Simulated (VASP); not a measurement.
# As (Cmce) in VASP: electric field gradients with PBE

Aim: the electric field gradients of As with PBE.

All numbers are computed with VASP 6.6.1; they aren't measurements. Logs are shortened: lines on timing, memory, paths and dates and some standing lists are left out, and cuts for length are marked.

## (1) Starting point

Symmetry: Cmce, No. 64, orthorhombic system. Conventional cell: a = 3.650 Å, b = 11.000 Å, c = 4.470 Å, α = 90.00°, β = 90.00°, γ = 90.00°. As (site symmetry m) has 3 As at 2.48 to 2.49 Å as nearest neighbours.

This isn't the form of As at room conditions, which is rhombohedral.

## (2) Electric field gradients, PBE

File INCAR:

```
SYSTEM = As
PREC = Accurate ; ENCUT = 520
EDIFF = 1E-8 ; ISMEAR = -1
SIGMA = 0.05 ; LREAL = .False.
LASPH = .True. ; NELM = 100
ALGO = Fast ; ISIF = 2
LWAVE = .False. ; LCHARG = .False.
GGA = PE ; LEFG = .True.
NBANDS = 18
```

File KPOINTS:

```
Automatic mesh
0
Gamma
  10 10 8
  0 0 0
```

File POSCAR:

```
As
1.0
    1.8250000000     -5.5000000000      0.0000000000
    1.8250000000      5.5000000000      0.0000000000
    0.0000000000      0.0000000000      4.4700000000
As
4
Direct
    0.1100000000      0.8900000000      0.9400000000
    0.6100000000      0.3900000000      0.5600000000
    0.8900000000      0.1100000000      0.0600000000
    0.3900000000      0.6100000000      0.4400000000
```

Potentials or basis: VASP PAW PBE potentials, release 64 (As).

On the command line:

```bash
$ cat potpaw_PBE.64/As/POTCAR > POTCAR
$ mpirun -np 1 vasp_std > vasp.out
```

OUTCAR:

```text
SYSTEM = As
   PREC = Accurate
   ENCUT = 520
   EDIFF = 1E-8
   ISMEAR = -1
   LREAL = .False.
   LASPH = .True.
   NELM = 100
   ISIF = 2
   GGA = PE

 ion  position               nearest neighbor table
   1  0.110  0.890  0.940-   3 2.48   2 2.49   2 2.49
   2  0.610  0.390  0.560-   4 2.48   1 2.49   1 2.49
   3  0.890  0.110  0.060-   1 2.48   4 2.49   4 2.49
   4  0.390  0.610  0.440-   2 2.48   3 2.49   3 2.49

  LATTYP: Found a base centered orthorhombic cell.
 ALAT       =     3.6500000000
 B/A-ratio  =     3.0136986301
 C/A-ratio  =     1.2246575342

  Lattice vectors:

 A1 = (   1.8250000000,  -5.5000000000,   0.0000000000)
 A2 = (   1.8250000000,   5.5000000000,   0.0000000000)
 A3 = (   0.0000000000,   0.0000000000,   4.4700000000)

Analysis of symmetry for initial positions (statically):
=====================================================================
 Subroutine PRICEL returns:
 Original cell was already a primitive cell.

 Routine SETGRP: Setting up the symmetry group for a
 base centered orthorhombic supercell.

 Subroutine GETGRP returns: Found  8 space group operations
 (whereof  4 operations were pure point group operations)
 out of a pool of  8 trial point group operations.

The static configuration has the point symmetry C_2h.
 The point group associated with its full space group is D_2h.

Analysis of symmetry for dynamics (positions and initial velocities):
=====================================================================
 Subroutine PRICEL returns:
 Original cell was already a primitive cell.

 Routine SETGRP: Setting up the symmetry group for a
 base centered orthorhombic supercell.

 Subroutine GETGRP returns: Found  8 space group operations
 (whereof  4 operations were pure point group operations)
 out of a pool of  8 trial point group operations.

The dynamic configuration has the point symmetry C_2h.
 The point group associated with its full space group is D_2h.

 Subroutine INISYM returns: Found  8 space group operations
 (whereof  4 operations are pure point group operations),
 and found     1 'primitive' translations

----------------------------------------------------------------------------------------

                                     Primitive cell

  volume of cell :      89.7353

  direct lattice vectors                    reciprocal lattice vectors
     1.825000000 -5.500000000  0.000000000     0.273972603 -0.090909091  0.000000000
     1.825000000  5.500000000  0.000000000     0.273972603  0.090909091  0.000000000
     0.000000000  0.000000000  4.470000000     0.000000000  0.000000000  0.223713647

  length of vectors
     5.794879205  5.794879205  4.470000000     0.288661480  0.288661480  0.223713647

  position of ions in fractional coordinates (direct lattice)
     0.110000000  0.890000000  0.940000000
     0.610000000  0.390000000  0.560000000
     0.890000000  0.110000000  0.060000000
     0.390000000  0.610000000  0.440000000

  ion indices of the primitive-cell ions
   primitive index   ion index
                 1           1
                 2           2
                 3           3
                 4           4

----------------------------------------------------------------------------------------

 KPOINTS: Automatic mesh

Automatic generation of k-mesh.
 Grid dimensions read from file:
 generate k-points for:   10   10    8

 Generating k-lattice:

  Cartesian coordinates                     Fractional coordinates (reciprocal lattice)
     0.027397260 -0.009090909  0.000000000     0.100000000 -0.000000000  0.000000000
     0.027397260  0.009090909  0.000000000    -0.000000000  0.100000000  0.000000000
     0.000000000  0.000000000  0.027964206     0.000000000  0.000000000  0.125000000

  Length of vectors
     0.028866148  0.028866148  0.027964206

  Shift w.r.t. Gamma in fractional coordinates (k-lattice)
     0.000000000  0.000000000  0.000000000

 Subroutine IBZKPT returns following result:
 ===========================================

 Found    155 irreducible k-points:

 Following reciprocal coordinates:
            Coordinates               Weight
  0.000000  0.000000  0.000000      1.000000
  0.100000  0.000000  0.000000      4.000000
  0.200000  0.000000  0.000000      4.000000
  0.300000  0.000000  0.000000      4.000000
  0.400000 -0.000000  0.000000      4.000000
  0.500000  0.000000  0.000000      2.000000
[... 16 lines left out ...]
  0.300000  0.300000  0.000000      2.000000
  0.400000  0.300000  0.000000      4.000000
 [... further k-points ...]
   k-points           NKPTS =    155   k-points in BZ     NKDIM =    155   number of bands    NBANDS=     18
   number of dos      NEDOS =    301   number of ions     NIONS =      4
   total plane-waves  NPLWV =  82944
   dimension x,y,z NGX =    48 NGY =   48 NGZ =   36
   dimension x,y,z NGXF=    96 NGYF=   96 NGZF=   72
   ions per type =               4
   NGX,Y,Z   is equivalent  to a cutoff of  13.77, 13.77, 13.39 a.u.
   NGXF,Y,Z  is equivalent  to a cutoff of  27.54, 27.54, 26.78 a.u.
 SYSTEM =  As
   PREC   = accura    normal or accurate (medium, high low for compatibility)
   ISTART =      0    job   : 0-new  1-cont  2-samecut
   ICHARG =      2    charge: 1-file 2-atom 10-const
   ISPIN  =      1    spin polarized calculation?
   LNONCOLLINEAR =      F non collinear calculations
   LSORBIT =      F    spin-orbit coupling
   LASPH  =      T    aspherical Exc in radial PAW
   ENCUT  =  520.0 eV  38.22 Ry    6.18 a.u.  10.77 10.77  8.31*2*pi/ulx,y,z
   NELM   =    100;   NELMIN=  2; NELMDL= -5     # of ELM steps
   EDIFF  = 0.1E-07   stopping-criterion for ELM
   LREAL  =      F    real-space projection
   EDIFFG = 0.1E-06   stopping-criterion for IOM
   NSW    =      0    number of steps for IOM
   IBRION =     -1    ionic relax: 0-MD 1-quasi-New 2-CG
   NFREE  =      0    steps in history (QN), initial steepest desc. (CG)
   ISIF   =      2    stress and relaxation
   ISYM   =      2    0-nonsym 1-usesym 2-fastsym
   POTIM  = 0.5000    time-step for ionic-motion
   TEBEG  =    0.0;   TEEND  =   0.0 temperature during run
   PSTRESS=    0.0 pullay stress
   NELECT =      20.0000    total number of electrons
   NUPDOWN=      -1.0000    fix difference up-down
   EMIN   =  10.00;   EMAX   =-10.00  energy-range for DOS
   EFERMI =   0.00;   METHOD = LEGACY
   ISMEAR =    -1;   SIGMA  =   0.05  broadening in eV -4-tet -1-fermi 0-gaus
   EFERMI_NEDOS =   21; number of points for ismear=-14 and -15
   IALGO  =     68    algorithm
   IMIX   =      4    mixing-type and parameters
     AMIX     =   0.40;   BMIX     =  1.00
     AMIX_MAG =   1.60;   BMIX_MAG =  1.00
  volume/ion in A,a.u.               =      22.43       151.39
  Fermi-wavevector in a.u.,A,eV,Ry     =   0.992576  1.875697 13.404559  0.985207
  Thomas-Fermi vector in A             =   2.124398
   LORBIT       =      0    0 simple, 1 ext, 2 COOP (PROOUT), +10 PAW based schemes
   GGA     = PE    functional components
   LHFCALC =     F    Hartree Fock is set to
   AEXX    =    0.0000 exact exchange contribution
   IVDW    =     0    specifies the selected vdW correction
   LEPSILON=     F    determine dielectric tensor
   LRPA    =     F    only Hartree local field effects (RPA)
 non-spin polarized calculation
 RMM-DIIS sequential band-by-band and
  energy-cutoff  :      520.00
  volume of cell :       89.74
 maximum number of plane-waves:      2436
 NGX is ok and might be reduce to    48
   NGX = 21   NGY = 21   NGZ = 17

 number of electron      20.0000001 magnetization

 Free energy of the ion-electron system (eV)
  ---------------------------------------------------
  ext. energy  EPLUGINS =         0.00000000
  ---------------------------------------------------
  free energy    TOTEN  =       -18.54446831 eV

  energy without entropy =      -18.54157474  energy(sigma->0) =      -18.54302153

 E-fermi :   4.8577     XC(G=0):  -9.7541

 val. band max:        4.8371750369   @ k =   0.4000   0.4000   0.0000
 cond. band min:       4.9427848641   @ k =   0.5000   0.5000   0.0000
 fundamental gap:      0.1056098271
 Fermi energy:         4.8577398487

 k-point     1 :       0.0000    0.0000    0.0000
  band No.  band energies     occupation
      1      -9.9730      2.00000
      2      -7.2032      2.00000
      3      -4.5774      2.00000
      4      -1.2386      2.00000
      5      -1.1991      2.00000
      6       0.5063      2.00000
[... 10 lines left out ...]
     17      11.8793      0.00000
     18      12.0305      0.00000

 k-point     2 :       0.1000    0.0000    0.0000
  band No.  band energies     occupation
      1      -9.8674      2.00000
      2      -7.1201      2.00000
      3      -4.6895      2.00000
      4      -1.4902      2.00000
      5      -1.1166      2.00000
      6       0.6142      2.00000
[... 10 lines left out ...]
     17      11.0938      0.00000
     18      11.8514      0.00000

 k-point     3 :       0.2000    0.0000    0.0000
  band No.  band energies     occupation
      1      -9.5533      2.00000
      2      -6.8704      2.00000
      3      -5.0632      2.00000
      4      -2.2576      2.00000
      5      -0.7577      2.00000
      6       0.8905      2.00000
[... 10 lines left out ...]
     17      10.4472      0.00000
     18      11.7549      0.00000

 k-point     4 :       0.3000    0.0000    0.0000
  band No.  band energies     occupation
      1      -9.0398      2.00000
      2      -6.4527      2.00000
      3      -5.7292      2.00000
      4      -3.2433      2.00000
      5      -0.1875      2.00000
      6       0.6943      2.00000
[... 375 lines left out ...]
      4      -1.3923      2.00000
      5      -0.8498      2.00000
      6       0.7371      2.00000
[... 10 lines left out ...]
     17      10.8421      0.00000
     18      12.2102      0.00000

 k-point    23 :       0.3000    0.3000    0.0000
  band No.  band energies     occupation
      1      -8.1318      2.00000
      2      -6.7270      2.00000
      3      -6.3455      2.00000
      4      -3.8534      2.00000
      5       0.6801      2.00000
      6       1.3860      2.00000
[... 10 lines left out ...]
     17      12.4159      0.00000
     18      12.4979      0.00000

 k-point    24 :       0.4000    0.3000    0.0000
  band No.  band energies     occupation
      1      -8.7813      2.00000
      2      -7.0341      2.00000
      3      -5.8198      2.00000
      4      -2.9502      2.00000
      5       0.5842      2.00000
      6       0.9290      2.00000
[... 10 lines left out ...]
     17      11.6348      0.00000
     18      12.1814      0.00000

 [... further k-points ...]

------------------------ aborting loop because EDIFF is reached ----------------------------------------

  FORCE on cell =-STRESS in cart. coord.  units (eV):
  Direction    XX          YY          ZZ          XY          YZ          ZX
  --------------------------------------------------------------------------------------
  -------------------------------------------------------------------------------------
  Total        2.3128476      1.8211843      1.4077299      0.0000000     -0.0000000      0.0000000
  in kB       41.2947188     32.5163210     25.1343033      0.0000000     -0.0000000      0.0000000
  external PRESSURE =      32.9817810 kB  Pullay stress =       0.0000000 kB

 VOLUME and BASIS-vectors are now :
 -----------------------------------------------------------------------------
  energy-cutoff  :      520.00
  volume of cell :       89.74
      direct lattice vectors                 reciprocal lattice vectors
     1.825000000 -5.500000000  0.000000000     0.273972603 -0.090909091  0.000000000
     1.825000000  5.500000000  0.000000000     0.273972603  0.090909091  0.000000000
     0.000000000  0.000000000  4.470000000     0.000000000  0.000000000  0.223713647

 POSITION                                       TOTAL-FORCE (eV/Angst)
 -----------------------------------------------------------------------------------
      1.82500      4.29000      4.20180         0.000000     -0.167958     -0.004742
      1.82500     -1.21000      2.50320         0.000000     -0.167958      0.004742
      1.82500     -4.29000      0.26820         0.000000      0.167958      0.004742
      1.82500      1.21000      1.96680         0.000000      0.167958     -0.004742
 -----------------------------------------------------------------------------------
    total drift:                                0.000000      0.000000     -0.000000

  FREE ENERGIE OF THE ION-ELECTRON SYSTEM (eV)
  ---------------------------------------------------
  free  energy   TOTEN  =       -18.5444683063 eV

  energy  without entropy=      -18.5415747444  energy(sigma->0) =      -18.54302153

 Electric field gradients (V/A^2)
---------------------------------------------------------------------
 ion       V_xx      V_yy      V_zz      V_xy      V_xz      V_yz
---------------------------------------------------------------------
   1      44.262   -43.844    -0.417     0.000     0.000    68.791
   2      44.262   -43.844    -0.417    -0.000     0.000   -68.791
   3      44.262   -43.844    -0.417    -0.000     0.000    68.791
   4      44.262   -43.844    -0.417     0.000     0.000   -68.791
---------------------------------------------------------------------

 Electric field gradients after diagonalization (V/A^2)
 (convention: |V_zz| > |V_xx| > |V_yy|)
----------------------------------------------------------------------
 ion       V_xx      V_yy      V_zz     asymmetry (V_yy - V_xx)/ V_zz
----------------------------------------------------------------------
   1      50.006    44.262   -94.268       0.061
   2      50.006    44.262   -94.268       0.061
   3      50.006    44.262   -94.268       0.061
   4      50.006    44.262   -94.268       0.061
----------------------------------------------------------------------

           NMR quadrupolar parameters

 Cq : quadrupolar parameter    Cq=e*Q*V_zz/h
 eta: asymmetry parameters     (V_yy - V_xx)/ V_zz
 Q  : nuclear electric quadrupole moment in mb (millibarn)
----------------------------------------------------------------------
 ion       Cq(MHz)       eta       Q (mb)
----------------------------------------------------------------------
   1      -0.228       0.061       1.000
   2      -0.228       0.061       1.000
   3      -0.228       0.061       1.000
   4      -0.228       0.061       1.000
----------------------------------------------------------------------
```

It took 4.4 min on 1 thread of Intel Xeon Platinum 8259CL at 2.50GHz (Skylake/Cascade Lake), shared host; peak memory 0.39 GiB.

Results:

```yaml
Free_energy: -18.5445 eV
Pressure: 3.3 GPa
Largest_force: 0.168 eV/Å
Band_gap_on_the_k_mesh: none (metal or under the smearing width)
```

Forces on the atoms (eV/Å):
```
As   0.000 -0.168 -0.005
As   0.000 -0.168  0.005
As   0.000  0.168  0.005
As   0.000  0.168 -0.005
```

Stress tensor (GPa, compression positive):
```
4.13 0.00 0.00
0.00 3.25 0.00
0.00 0.00 2.51
```

Levels at points of the mesh, in eV from the Fermi level:
| k point | band 8 | band 9 | band 10 | band 11 | band 12 | band 13 |
| --- | --- | --- | --- | --- | --- | --- |
| (0.00, 0.00, 0.00) | -2.28 | -1.91 | -1.10 | 1.92 | 2.00 | 2.47 |
| (0.50, 0.00, 0.00) | -2.56 | -2.40 | -2.40 | 0.82 | 0.82 | 1.01 |
| (0.50, 0.50, 0.00) | -1.71 | -1.31 | -0.37 | 0.09 | 1.92 | 2.36 |
| (0.00, 0.00, 0.50) | -2.03 | -0.64 | -0.64 | 1.00 | 1.00 | 2.04 |
| (0.50, 0.00, 0.50) | -4.68 | -1.87 | -1.87 | 1.96 | 1.96 | 4.58 |
| (0.50, 0.50, 0.50) | -1.94 | -1.14 | -1.14 | 1.44 | 1.44 | 1.74 |

Electric field gradients, principal values (V/Å²):
| atom | Vxx | Vyy | Vzz |
| --- | --- | --- | --- |
| 1 As | 44.262 | 50.006 | -94.268 |
| 2 As | 44.262 | 50.006 | -94.268 |
| 3 As | 44.262 | 50.006 | -94.268 |
| 4 As | 44.262 | 50.006 | -94.268 |
